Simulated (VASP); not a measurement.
Write the native input for VASP 6.6.1 that does the following.

* Task: work function
* Functional: LDA
* Potentials or basis: VASP PAW LDA potentials, release 64 (Ag)
* Cutoff: 520 eV
* k mesh: 12 × 12 × 1
* Occupations: gaussian, width 0.1 eV
* Spin: no spin polarisation
* Further INCAR settings: ALGO = Fast; EDIFF = 1e-07

The structure of Ag lies in POSCAR:

```
Ag
1.0
    2.8892383079      0.0000000000      0.0000000000
    0.0000000000      2.8892383079      0.0000000000
    0.0000000000      0.0000000000     26.2580000000
Ag
7
Direct
    0.0000000000      0.0000000000      0.2665854216
    0.5000000000      0.5000000000      0.3443902811
    0.0000000000      0.0000000000      0.4221951405
    0.5000000000      0.5000000000      0.5000000000
    0.0000000000      0.0000000000      0.5778048595
    0.5000000000      0.5000000000      0.6556097189
    0.0000000000      0.0000000000      0.7334145784
```

The slab is cut from a database's or a generator's crystal, which needn't be the stable form of the element.

The input as run:

INCAR

```
SYSTEM = Ag
ALGO = Fast
EDIFF = 1E-7
ENCUT = 520
GGA = CA
ISIF = 2
ISMEAR = 0
LASPH = .True.
LCHARG = .True.
LELF = .True.
LREAL = .False.
LVACPOTAV = .True.
LVHAR = .True.
LWAVE = .False.
NELM = 80
PREC = Accurate
SIGMA = 0.1
```

KPOINTS

```
k-points
0
Gamma
  12 12 1
  0 0 0
```

Potentials or basis: VASP PAW LDA potentials, release 64 (Ag).

Run with:

```bash
$ cat potpaw_LDA.64/Ag/POTCAR > POTCAR
$ mpirun -np 1 vasp_std > vasp.out
```

It gave:

```
Largest force          : 0.488 eV/Å
Band gap on the k mesh : none (metal or under the smearing width)
```

Wall time 5.6 min on 1 thread of Intel(R) Xeon(R) Platinum 8259CL CPU @ 2.50GHz (Skylake/Cascade Lake), on a shared host, peak memory 0.37 GiB.
